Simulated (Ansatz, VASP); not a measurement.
**C in VASP and in Ansatz**

INCAR

```
SYSTEM = C
ALGO     = Normal         ! electronic algorithm
EDIFF    = 1E-6           ! SCF threshold, eV
ENCUT    = 520            ! plane-wave cutoff, eV
GGA      = CA             ! functional
ISIF     = 2              ! what is computed and relaxed
ISMEAR   = 1              ! smearing method
LASPH    = .TRUE.         ! aspherical terms in the spheres
LCHARG   = .TRUE.         ! write CHGCAR
LELF     = .TRUE.         ! ELF
LREAL    = .FALSE.        ! projectors in reciprocal space
LVHAR    = .TRUE.       
LWAVE    = .FALSE.        ! write WAVECAR
NBANDS   = 11             ! bands
NELM     = 100            ! most SCF steps
PREC     = Accurate       ! precision mode
SIGMA    = 0.05           ! smearing width, eV
```

File KPOINTS:

```
k-points
0
G
  13 13 8
  0 0 0
```

Contents of POSCAR:

```
C
1.0
    2.1273203100     -1.2282824400      0.0000000000
    2.1273203100      1.2282824400      0.0000000000
   -1.3790696300      0.0000000000      3.5028300800
C
2
Direct
    0.8333555300      0.8333555300      0.0000930400
    0.1666444700      0.1666444700      0.9999069600
```

Input for Ansatz:

```yaml
crystal:
  lattice:
    - [2.12732031, -1.22828244, 0.0]
    - [2.12732031, 1.22828244, 0.0]
    - [-1.37906963, 0.0, 3.50283008]
  atoms:
    - { symbol: C, position: [0.83335553, 0.8333555300000001, 9.304e-05] }
    - { symbol: C, position: [0.16664446999999996, 0.16664447, 0.99990696] }
kpoints:
  mp_grid:
    grid: [13, 13, 8]
hamiltonian:
  xc: lda
scf:
  convergence:
    dr2_threshold: 1.0e-10
  occupations:
    method: cold
    width: 0.05
output:
  stress: true
```

This is a stacking variant of graphite.

Alike in both runs: task single point; functional LDA; k mesh 13 × 13 × 8; no spin polarisation.

```csv
,VASP,Ansatz
version,VASP 6.6.1,Ansatz 0.2.0
potentials or method,"VASP PAW LDA potentials, release 64 (C)","plane waves, PAW"
plane-wave cutoff (eV),520,420
occupations,"methfessel-paxton of order 1, width 0.05 eV","cold, width 0.05 eV"
valence electrons in the cell,8,8
```

|  | VASP | Ansatz | Ansatz less VASP |
| --- | --- | --- | --- |
| pressure (GPa) | -3.4 | -4.1 | -0.75 |
| largest component of the traceless stress (GPa) | 2.30 | 3.20 | +0.897 |
